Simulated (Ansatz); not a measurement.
# Co (fcc)

Method: PBE, scalar-relativistic; collinear spin; PAW, 420 eV, 20×20×20 k-mesh, Gaussian smearing of 0.05 eV; code Ansatz. The datasets are Ansatz's generated set soft_2.

```xyz
1
Lattice="0.0000 1.7600 1.7600 1.7600 0.0000 1.7600 1.7600 1.7600 0.0000" Properties=species:S:1:pos:R:3 pbc="T T T"
Co    0.0000    0.0000    0.0000
```

At room temperature and ambient pressure Co is hcp.

Magnetic state: ferromagnetic, site spin moments Co 1.71 μB.

The cell is relaxed to zero pressure at this level.

Path: Γ–X–U | K–Γ–L–W–X, with Γ = (0.000, 0.000, 0.000), X = (0.500, 0.000, 0.500), U = (0.625, 0.250, 0.625), K = (0.375, 0.375, 0.750), L = (0.500, 0.500, 0.500), W = (0.500, 0.250, 0.750) in reciprocal vectors of the calculation's cell.

Levels between -5 and 3 eV from the Fermi level at the path's named points:
```tsv
point	spin	below E_F (eV)	above E_F (eV)
Γ	up	-2.74 -2.74 -2.74 -1.70 -1.70	
Γ	down	-1.16 -1.16 -1.16	0.32 0.32
X	up	-4.69 -0.91 -0.53 -0.53	2.38
X	down	-4.14 -3.42	1.20 1.32 1.32 2.39
U and K	up	-4.59 -4.16 -2.35 -1.52 -0.81	
U and K	down	-3.28 -2.97 -1.09	0.47 0.99
L	up	-2.88 -2.88 -0.79 -0.79 -0.41	
L	down	-4.36 -1.16 -1.16 -0.46	1.14 1.14
W	up	-4.40 -3.42 -3.42 -1.77 -0.53	
W	down	-3.09 -2.17 -2.17	0.16 1.32
```

**Question.** By these bands, is it a metal or an insulator, and if it has a gap, where are the band edges on this path?

**Answer.** A metal: bands cross the Fermi level.

Site moments are of spin, integrated over atomic spheres.
